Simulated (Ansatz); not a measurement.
# MoP (P-6m2) in Ansatz: a series of runs

Runs on MoP. Level: PBEsol. Tasks: band structure.

Program: Ansatz 0.2.0. These are calculated values, not measurements. Logs are shortened: lines on timing, memory, paths and dates and some standing lists are left out, and cuts for length are marked.

**1. The crystal as given**

It takes space group P-6m2 (No. 187, hexagonal). Conventional cell: a = 3.223 Å, b = 3.223 Å, c = 3.191 Å, α = 90.00°, β = 90.00°, γ = 120.00°. Around Mo (site symmetry -6m2) lie 6 P at 2.45 Å. P (site symmetry -6m2) is surrounded by 6 Mo at 2.45 Å.

**2. Band structure, PBEsol**

The input, input.yaml:

```yaml
crystal:
  lattice:
    - [3.223, 0.0, 0.0]
    - [-1.6115, 2.7911998764, 0.0]
    - [0.0, 0.0, 3.191]
  atoms:
    - { symbol: Mo, position: [0.0, 0.0, 0.0] }
    - { symbol: P, position: [0.3333333333, 0.6666666667, 0.5] }
kpoints:
  mp_grid: { grid: [8, 8, 6] }
  band_path:
    path:
      - [0.0, 0.0, 0.0]
      - [0.5, 0.0, 0.0]
      - [0.3333333333, 0.3333333333, 0.0]
      - [0.0, 0.0, 0.0]
      - [0.0, 0.0, 0.5]
      - [0.5, 0.0, 0.5]
      - [0.3333333333, 0.3333333333, 0.5]
      - [0.0, 0.0, 0.5]
    npoints: 8
scf:
  occupations: { method: fermi_dirac, width: 0.05 }
hamiltonian:
  xc: pbesol
  pseudopotentials: { kind: all_electron, lapw: { basis_error: 0.001 } }
output:
  forces: true
  stress: true
  eigenvalues: true
```

Potentials or basis: all-electron LAPW, scalar-relativistic.

The run is started by

```sh
> ansatz run input.yaml --threads 1 --pin off --max-ram 3072MiB --backend cpu --events-out ev --progress --plain --runs-dir out
```

Log:

```text
Warning: RAYON_NUM_THREADS=1 ignored (pool sized by the plan → 1); use --threads N
LAPW: plane waves up to 8.159 Å⁻¹, error target 1.0e-3 eV per atom; small_component_spin mean_spin; P in spheres of 1.093 Å, 13 of its electrons in bands, Dirac shells []; Mo in spheres of 1.359 Å, 30 of its electrons in bands, Dirac shells [] (how accurate: hamiltonian.pseudopotentials.lapw.basis_error, Limitations)
Engine: ansatz 0.2.0, aarch64-unknown-linux-gnu
Pseudopotentials: kind: all_electron
Pseudopotential: Mo, LAPW, valence charge 30, lapw/all_electron/scalar/gaussian/Mo, Koelling and Harmon's equation, gaussian nucleus
Pseudopotential: P, LAPW, valence charge 13, lapw/all_electron/scalar/gaussian/P, Koelling and Harmon's equation, gaussian nucleus
Functional definition: PBEsol
  exchange = pbesol_x
  correlation = pbesol_c
Crystal: 2 atoms, lattice volume = 28.706 Å³
Basis set: ecut = 253.6547575860379 eV, 255 PW (Γ), exchange–correlation at level 2
Bands: 26, of which v1, the nominal top of the filled ones, is band 22 counted from 1 (21 counted from 0)
Symmetry: 12 space group operations
Space group: P-6m2 (ITA 187), of the structure as read, at distance tolerance 3.1e-5 Å
k-points: 40 of 384 (time reversal used)
Non-local potential: Mo, projectors of the file, none
Non-local potential: P, projectors of the file, none
Initial density: superposition of atomic densities (chi_scale 0.1, normalization cell, long waves kept (reshape's long-wave potential 0.00 eV rms))
Initial wavefunctions: plane waves of lowest kinetic energy (no species holds an atomic orbital)
Functional: x = pbesol(κ = 0.804, μ = 0.12345679012345678), c = pbesol(β = 0.046)
iter 1 solved again at ethr=3.56e-3 eV; its pass at ethr=1.00e-1 eV (dr2=1.53e0 eV) is discarded
SCF iter   1: F=—  HF=-119415.172734 eV  |F-HF|=—  |Δ(HF+E_count)|=         —  Δρ=6.45e-2  dr2=1.53e0  ethr=3.56e-3  ⟨swp⟩=2.0  Hψ=6632  notcnv=0
preconditioner: auto → none  [insulator: Δε(μ)=0.129 eV  Ē_g=9.269 eV  σ=0.050 eV  W_gap=0.56  n_scr=8 (ndim 8)  ℏωp=23.0 eV  f_vac=0.000  D(μ)=0.68/eV (n_scr^D=2)  ε∞_Penn≈7.1]
SCF iter   2: F=—  HF=-119414.783100 eV  |F-HF|=—  |Δ(HF+E_count)|=   3.90e-1  Δρ=5.14e-2  dr2=1.27e0  ethr=3.56e-3  ⟨swp⟩=3.0  Hψ=3211  notcnv=0
iter 3 solved again at ethr=5.83e-5 eV; its pass at ethr=2.96e-3 eV (dr2=2.51e-2 eV) is discarded
SCF iter   3: F=—  HF=-119414.212279 eV  |F-HF|=—  |Δ(HF+E_count)|=   5.71e-1  Δρ=1.27e-2  dr2=2.50e-2  ethr=5.83e-5  ⟨swp⟩=2.0  Hψ=5111  notcnv=0
SCF iter   4: F=—  HF=-119414.197844 eV  |F-HF|=—  |Δ(HF+E_count)|=         —  Δρ=2.49e-3  dr2=2.81e-3  ethr=5.81e-5  ⟨swp⟩=2.2  Hψ=3139  notcnv=0
the basis was enlarged: its passes take 1.8 MiB over the memory plan, 1 of 1 planned eigensolver slots
SCF iter   5: F=—  HF=-119414.195963 eV  |F-HF|=—  |Δ(HF+E_count)|=   1.88e-3  Δρ=4.31e-4  dr2=4.67e-5  ethr=6.53e-6  ⟨swp⟩=2.0  Hψ=3033  notcnv=0
SCF iter   6: F=—  HF=-119414.195945 eV  |F-HF|=—  |Δ(HF+E_count)|=   1.70e-5  Δρ=1.89e-4  dr2=1.25e-5  ethr=1.09e-7  ⟨swp⟩=2.0  Hψ=3032  notcnv=0
SCF iter   7: F=—  HF=-119414.195939 eV  |F-HF|=—  |Δ(HF+E_count)|=   6.65e-6  Δρ=1.71e-5  dr2=8.12e-8  ethr=2.91e-8  ⟨swp⟩=2.0  Hψ=3032  notcnv=0
SCF iter   8: F=-119414.195939 eV  HF=-119414.195939 eV  |F-HF|=4.66e-10  |Δ(HF+E_count)|=   4.55e-8  Δρ=1.39e-6  dr2=3.38e-10  ethr=1.89e-10  ⟨swp⟩=2.0  Hψ=3034  notcnv=0
SCF 1 converged in 8 iterations: F = -119414.195939 eV  dr2 = 3.38e-10
NSCF: frozen V_eff on 57 k-points
SCF converged after 8 iterations
Free energy (F): -119414.195939 eV
Harris-Foulkes:  -119414.195939 eV  (|F-HF|=4.66e-10)
Internal energy: -119414.188828 eV  (E = F + TS)
E sigma→0 (E₀):  -119414.192383 eV
Entropy (-TS):   -0.007111 eV (-3.555 meV/atom)
Fermi energy:    19.244019 eV
--- Per-component energies (eV) ---
  E_band       = -5052.288937
  E_kinetic    = 123431.285047
  E_xc         = -3929.951028
  E_electrostatic = -238915.522847  (all electrons and nuclei)
  E_smearing   = -0.007111  (= −TS)
  E_closure    = 0.000000  (closes the sum)
  E_atoms      = -119395.156715  (free atoms, spherical and without spin; not in F)
  Σ components = -119414.195939   (vs F -119414.195939, Δ=0.00e0)
  Basis errors (estimates in eV, not in F): energy 3.7e-4 per atom: plane waves 3.3e-4 (1.8e-4 summed), levels above the bands 4.1e-51, relativity 1.5e-8, radial functions 4.0e-5, core shells 1.9e-7; eigenvalues (radial functions only) 1.1e-6; not estimated: angular momenta, meshes, grids; target (lapw.basis_error) 1.0e-3; muffin-tin radii P 1.093 Å, Mo 1.359 Å
--- Forces (eV/Å), atoms counted from 1 ---
  atom   1  Mo    -0.00000000    -0.00000000     0.00000000
  atom   2  P     -0.00000000     0.00000000     0.00000000
  max |Σ_I F_I| component: 5.55e-17 eV/Å
--- Stress (GPa, compression-positive) ---
       -3.772867       0.000000       0.000000
        0.000000      -3.772867       0.000000
        0.000000       0.000000      -3.554405
  P = ⅓ Tr σ = -3.7000 GPa (-37.000 kbar)
--- Band table (eV; the first three rows and the last of 40) ---
  k-point 0: bands = ["-356.5464", "-356.5164", "-356.5164", "-198.7162", "-198.6816", "-198.6816", "-198.6738", "-198.6738", "-149.3666", "-100.1134", "-100.1134", "-100.1025", "-41.9930", "-16.1556", "-15.9633", "-15.9633", "5.1964", "14.8968", "15.8052", "15.8052", "18.4179", "19.3952", "19.3952", "23.2558", "23.2558", "24.6047"]
  k-point 1: bands = ["-356.5464", "-356.5164", "-356.5164", "-198.7162", "-198.6816", "-198.6816", "-198.6738", "-198.6738", "-149.3666", "-100.1134", "-100.1134", "-100.1025", "-41.9879", "-16.2316", "-15.9567", "-15.9567", "5.6398", "14.2823", "16.0075", "16.0075", "18.4023", "18.4970", "18.4970", "23.7030", "23.7030", "24.9643"]
  k-point 2: bands = ["-356.5464", "-356.5164", "-356.5164", "-198.7162", "-198.6816", "-198.6816", "-198.6738", "-198.6738", "-149.3666", "-100.1134", "-100.1134", "-100.1025", "-41.9776", "-16.3805", "-15.9436", "-15.9436", "6.7781", "12.4759", "16.3901", "16.3901", "17.5037", "17.5037", "19.4610", "22.7921", "22.7921", "25.8646"]
  k-point 39: bands = ["-356.5464", "-356.5164", "-356.5164", "-198.7162", "-198.6816", "-198.6816", "-198.6738", "-198.6738", "-149.3666", "-100.1134", "-100.1134", "-100.1025", "-41.9372", "-16.3671", "-16.2044", "-16.1134", "8.2754", "12.3900", "13.3470", "15.8013", "17.7158", "20.7256", "22.4215", "22.5398", "23.4661", "24.7013"]
```

Run time: 16 s. Hardware: 1 thread of Arm Neoverse V1, shared host; peak memory 0.28 GiB.

Results:

```yaml
Free_energy: -119414.1959 eV
Pressure: -3.7 GPa
Band_gap_along_the_path: none (metal or under the smearing width)
```

Levels at the corners of the path, in eV from the Fermi level:
```tsv
point	band 18	band 19	band 20	band 21	band 22	band 23	band 24	band 25	band 26
Γ	-4.35	-3.44	-3.44	-0.83	0.15	0.15	4.01	4.01	5.36
M	-7.39	-4.06	-3.90	-1.38	-0.55	1.58	2.23	4.52	5.94
K	-6.70	-5.40	-3.88	-1.65	-0.21	0.53	0.65	6.72	8.65
Γ	-4.35	-3.44	-3.44	-0.83	0.15	0.15	4.01	4.01	5.36
A	-8.00	-2.84	-2.84	-1.83	-1.83	1.20	2.82	2.82	7.73
L	-6.28	-5.41	-4.55	-1.20	1.30	1.71	3.43	4.89	6.04
H	-7.02	-5.84	-3.36	-1.48	1.41	3.19	4.09	4.09	4.82
A	-8.00	-2.84	-2.84	-1.83	-1.83	1.20	2.82	2.82	7.73
```

Caveat: the k mesh is thin for a metal, which can move the energy by tens of meV per atom.

**3. Band structure, PBEsol, spin-orbit coupling, no magnetisation**

Changes to input.yaml since step 2:

```diff
@@ -26,2 +26,5 @@
   pseudopotentials: { kind: all_electron, lapw: { basis_error: 0.001 } }
+magnetization:
+  noncollinear: true
+  spin_orbit: true
 output:
```

Potentials or basis: all-electron LAPW, relativistic spinors.

The run is started by

```sh
> ansatz run input.yaml --threads 1 --pin off --max-ram 3072MiB --backend cpu --events-out ev --progress --plain --runs-dir out
```

Wall time 1.7 min (1 thread of Arm Neoverse V1, shared host); peak memory 0.46 GiB.

The run converged. Its results:

* Free energy: -119430.1295 eV
* Pressure: -3.7 GPa
* Band gap along the path: none (metal or under the smearing width)

Stress tensor (GPa, compression positive):
```
-3.74  0.00  0.00
 0.00 -3.74  0.00
 0.00  0.00 -3.59
```

Levels at the corners of the path, in eV from the Fermi level:
```tsv
point	band 41	band 42	band 43	band 44	band 45	band 46	band 47	band 48
Γ	-0.83	-0.83	0.11	0.11	0.20	0.20	4.00	4.00
M	-1.39	-1.39	-0.55	-0.55	1.57	1.57	2.24	2.24
K	-1.69	-1.62	-0.28	-0.13	0.53	0.54	0.58	0.73
Γ	-0.83	-0.83	0.11	0.11	0.20	0.20	4.00	4.00
A	-1.90	-1.90	-1.75	-1.75	1.20	1.20	2.79	2.79
L	-1.21	-1.21	1.30	1.30	1.71	1.71	3.43	3.43
H	-1.50	-1.45	1.40	1.41	3.15	3.24	4.02	4.09
A	-1.90	-1.90	-1.75	-1.75	1.20	1.20	2.79	2.79
```

Caveat: the k mesh is thin for a metal, which can move the energy by tens of meV per atom.
